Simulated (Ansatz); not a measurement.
A (110) slab of MoP (P-6m2 (No. 187)), 7 planes, outer planes MoP (top) and MoP (bottom), with 14 atoms (Mo7P7) in a surface cell of A = 17.937 Å², as cut from the bulk:

```
CELL_PARAMETERS angstrom
3.19523 0.00000 0.00000
0.00000 5.61365 0.00000
0.00000 0.00000 24.72313
ATOMIC_POSITIONS crystal
Mo 0.00000 0.50000 0.30336
P 0.50000 0.16667 0.30336
Mo 0.00000 0.00000 0.36891
P 0.50000 0.66667 0.36891
Mo 0.00000 0.50000 0.43445
P 0.50000 0.16667 0.43445
Mo 0.00000 0.00000 0.50000
P 0.50000 0.66667 0.50000
Mo 0.00000 0.50000 0.56555
P 0.50000 0.16667 0.56555
Mo 0.00000 0.00000 0.63109
P 0.50000 0.66667 0.63109
Mo 0.00000 0.50000 0.69664
P 0.50000 0.16667 0.69664
```

Theory: Ansatz, DFT PBE, scalar-relativistic, plane waves, PAW. Settings: cutoff 420 eV, Γ-centred mesh 11×6×1 on the computed 14-atom cell, Gaussian smearing of 0.10 eV; no spin polarisation. The cell repeats along c with a dipole correction in the vacuum.

Against the same 14 atoms in the bulk, the slab as cut lies 5.943 eV higher and the relaxed slab 5.341 eV higher.

(1) Work out the surface energy before and after relaxation.

(2) What is the ideal work of this cut, per area?

Answers

(1) The slab has two faces, so γ = (E_slab − N·E_bulk)/(2A), the mean of both. As cut: 5.943/(2 × 17.937) = 0.1657 eV/Å², and 1 eV/Å² = 16.02 J/m², so γ = 2.65 J/m². Relaxed: 5.341/(2 × 17.937) = 0.1489 eV/Å² = 2.39 J/m². Relaxation recovers 10 % of the cost of cutting.

(2) Griffith's ideal work is 2γ: 5.31 J/m² if the new faces stay rigid, 4.77 J/m² if they relax. One thickness was run, 7 planes, so γ can still shift with it.